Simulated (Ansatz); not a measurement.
Crystal: TiO2.

```
CELL_PARAMETERS angstrom
2.70603 -2.70666 0.00000
2.70603 2.70666 0.00000
-2.63353 0.00000 4.79664
ATOMIC_POSITIONS crystal
Ti 0.86589 0.13411 0.75000
Ti 0.13411 0.86589 0.25000
O 0.08876 0.33122 0.16715
O 0.91124 0.66878 0.83285
O 0.66878 0.91124 0.33285
O 0.33122 0.08876 0.66715
```

The cell is a database's computed one.

Base run:

| Quantity | Value |
| --- | --- |
| Program | Ansatz 0.2.0 |
| Functional | r2SCAN |
| Potentials or basis | Ansatz PAW |
| Cutoff | 500 eV (not typed: the program's choice for these potentials) |
| k mesh | 8 × 8 × 6 |
| Occupations | fermi-dirac, width 0.05 eV |
| Spin | no spin polarisation |

Its results: band gap on the k mesh 2.44 eV, indirect (least direct gap 2.79 eV); pressure -6.4 GPa; largest force 0.228 eV/Å.

The run is repeated on the same cell with these changes: functional from r2SCAN to PBEsol; cutoff from 500 eV (not typed: the program's choice for these potentials) to 420 eV (not typed: the program's choice for these potentials). What comes out?

Band gap on the k mesh 2.03 eV, indirect (least direct gap 2.37 eV); pressure -7.6 GPa; largest force 0.236 eV/Å.

r2SCAN gives the wider gap, since meta-GGAs in the generalised Kohn-Sham scheme recover part of the derivative discontinuity.

Caveats: the PAW data sets come from PBE, with cores solved anew for the run's functional, which leaves a small shift of forces and pressure.

A k mesh can miss the band edges.
